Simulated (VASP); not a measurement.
All values below come from rev-vdW-DF2, VASP's PBE PAW potentials (set 64) (plane waves; VASP).

VASP input:

**INCAR**
```
# general
SYSTEM   = BaF2
PREC     = Accurate
ENCUT    = 520
LREAL    = .FALSE.
LASPH    = .TRUE.

# electronic loop
EDIFF    = 1E-7
NELM     = 100
ALGO     = Normal
LMAXMIX  = 4

# smearing
ISMEAR   = -5

# functional
GGA      = MK
LUSE_VDW = .TRUE.
AGGAC    = 0.0
PARAM1   = 0.1234568
PARAM2   = 0.7114
ZAB_VDW  = -1.8867

# ions
ISIF     = 2

# output
LWAVE    = .FALSE.
LCHARG   = .TRUE.
LORBIT   = 11
NEDOS    = 601

# other
LEFG     = .TRUE.
```

### KPOINTS
```
Regular mesh
0
Gamma
7 7 7
0 0 0
```

File POSCAR:
```
BaF2
1
    0.0000000000     3.1140949916     3.1140949916
    3.1140949916     0.0000000000     3.1140949916
    3.1140949916     3.1140949916     0.0000000000
Ba F
1 2
Direct
  0.0000000000   0.0000000000   0.0000000000
  0.2500000000   0.2500000000   0.2500000000
  0.7500000000   0.7500000000   0.7500000000
```

POTCAR, in this order: Ba_sv F (PBE.64 set). Program: vasp_std.

The run wrote:

### OSZICAR
```
       N       E                     dE             d eps       ncg     rms          rms(c)
DAV:   1     0.165668215825E+03    0.16567E+03   -0.13441E+04   640   0.141E+03
DAV:   2    -0.763733135095E+01   -0.17331E+03   -0.17170E+03   816   0.294E+02
DAV:   3    -0.138854553961E+02   -0.62481E+01   -0.62424E+01   840   0.651E+01
DAV:   4    -0.139594121333E+02   -0.73957E-01   -0.73941E-01   864   0.643E+00
DAV:   5    -0.139620290440E+02   -0.26169E-02   -0.26169E-02   832   0.797E-01    0.851E+00
DAV:   6    -0.121665736961E+02    0.17955E+01   -0.98717E+00   640   0.248E+01    0.433E+00
DAV:   7    -0.121415613968E+02    0.25012E-01   -0.36247E-01   840   0.559E+00    0.219E+00
DAV:   8    -0.121284813946E+02    0.13080E-01   -0.59406E-02   704   0.298E+00    0.285E-01
DAV:   9    -0.121303270719E+02   -0.18457E-02   -0.11357E-02   704   0.775E-01    0.137E-01
DAV:  10    -0.121305580919E+02   -0.23102E-03   -0.19473E-03   656   0.378E-01    0.412E-02
DAV:  11    -0.121305459950E+02    0.12097E-04   -0.40948E-04   880   0.151E-01    0.223E-02
DAV:  12    -0.121305345860E+02    0.11409E-04   -0.43875E-05   656   0.529E-02    0.418E-03
DAV:  13    -0.121305345797E+02    0.62696E-08   -0.32111E-06   896   0.121E-02    0.155E-03
DAV:  14    -0.121305346589E+02   -0.79225E-07   -0.80231E-08   536   0.262E-03
   1 F= -.12130535E+02 E0= -.12130535E+02  d E =0.000000E+00
```

**OUTCAR**
```
------------------------ aborting loop because EDIFF is reached ----------------------------------------
  FORCE on cell =-STRESS in cart. coord.  units (eV):
  Direction    XX          YY          ZZ          XY          YZ          ZX
  --------------------------------------------------------------------------------------
  Total        0.0185180      0.0185180      0.0185180      0.0000000      0.0000000      0.0000000
  in kB        0.4912242      0.4912242      0.4912242      0.0000000      0.0000000      0.0000000
  external PRESSURE =       0.4912242 kB  Pullay stress =       0.0000000 kB
  volume of cell :       60.40
      direct lattice vectors                 reciprocal lattice vectors
     0.000000000  3.114094992  3.114094992    -0.160560292  0.160560292  0.160560292
     3.114094992  0.000000000  3.114094992     0.160560292 -0.160560292  0.160560292
     3.114094992  3.114094992  0.000000000     0.160560292  0.160560292 -0.160560292
 POSITION                                       TOTAL-FORCE (eV/Angst)
 -----------------------------------------------------------------------------------
      0.00000      0.00000      0.00000         0.000000      0.000000      0.000000
      1.55705      1.55705      1.55705         0.000000      0.000000      0.000000
      4.67114      4.67114      4.67114        -0.000000     -0.000000     -0.000000
 -----------------------------------------------------------------------------------
    total drift:                                0.000000      0.000000      0.000000
  FREE ENERGIE OF THE ION-ELECTRON SYSTEM (eV)
  ---------------------------------------------------
  free  energy   TOTEN  =       -12.1305346589 eV

  energy  without entropy=      -12.1305346589  energy(sigma->0) =      -12.13053466

 total charge

# of ion       s       p       d       tot
------------------------------------------
    1        2.001   5.640   0.221   7.862
    2        1.729   4.352   0.000   6.081
    3        1.729   4.352   0.000   6.081
--------------------------------------------------
tot          5.458  14.344   0.221  20.024

 Electric field gradients after diagonalization (V/A^2)
 (convention: |V_zz| > |V_xx| > |V_yy|)
----------------------------------------------------------------------
 ion       V_xx      V_yy      V_zz     asymmetry (V_yy - V_xx)/ V_zz
----------------------------------------------------------------------
   1      -0.000    -0.000     0.000       0.000
   2       0.004     0.004    -0.008       0.000
   3       0.004     0.004    -0.008       0.000
```
(Selected blocks of OUTCAR.)

**OUTCAR**
```
 val. band max:       -2.3352689109   @ k =   0.4286   0.2857   0.1429

 cond. band min:       4.1190026792   @ k =   0.0000   0.0000   0.0000


 Fermi energy:        -2.3124522189

 k-point     1 :       0.0000    0.0000    0.0000
  band No.  band energies     occupation
      1     -25.3588      2.00000
      2     -21.0780      2.00000
      3     -21.0546      2.00000
      4     -10.1978      2.00000
      5     -10.1978      2.00000
      6     -10.1978      2.00000
      7      -3.7690      2.00000
      8      -3.7690      2.00000
      9      -3.7690      2.00000
     10      -2.3930      2.00000
     11      -2.3930      2.00000
     12      -2.3930      2.00000
     13       4.1190      0.00000
     14       6.8389      0.00000
     15       6.8389      0.00000
     16       9.0371      0.00000

 k-point     2 :       0.1429    0.0000    0.0000
  band No.  band energies     occupation
      1     -25.3240      2.00000
      2     -21.1035      2.00000
      3     -21.0910      2.00000
      4     -10.2335      2.00000
      5     -10.2276      2.00000
      6     -10.2276      2.00000
      7      -3.6864      2.00000
      8      -3.6864      2.00000
      9      -3.5658      2.00000
     10      -2.5333      2.00000
     11      -2.4209      2.00000
     12      -2.4209      2.00000
     13       4.5654      0.00000
     14       6.8131      0.00000
     15       6.8131      0.00000
     16       8.7984      0.00000

 k-point     3 :       0.2857    0.0000    0.0000
  band No.  band energies     occupation
      1     -25.2428      2.00000
      2     -21.2103      2.00000
      3     -21.1284      2.00000
      4     -10.3045      2.00000
      5     -10.2927      2.00000
      6     -10.2927      2.00000
      7      -3.5124      2.00000
      8      -3.5124      2.00000
      9      -3.1081      2.00000
     10      -2.7871      2.00000
     11      -2.4685      2.00000
     12      -2.4685      2.00000
     13       5.5189      0.00000
...
```

Unless said otherwise, spin-orbit coupling is left out, though it shifts the bands of the heavy elements here.

The compound is BaF2 in the fluorite structure. It was relaxed first.
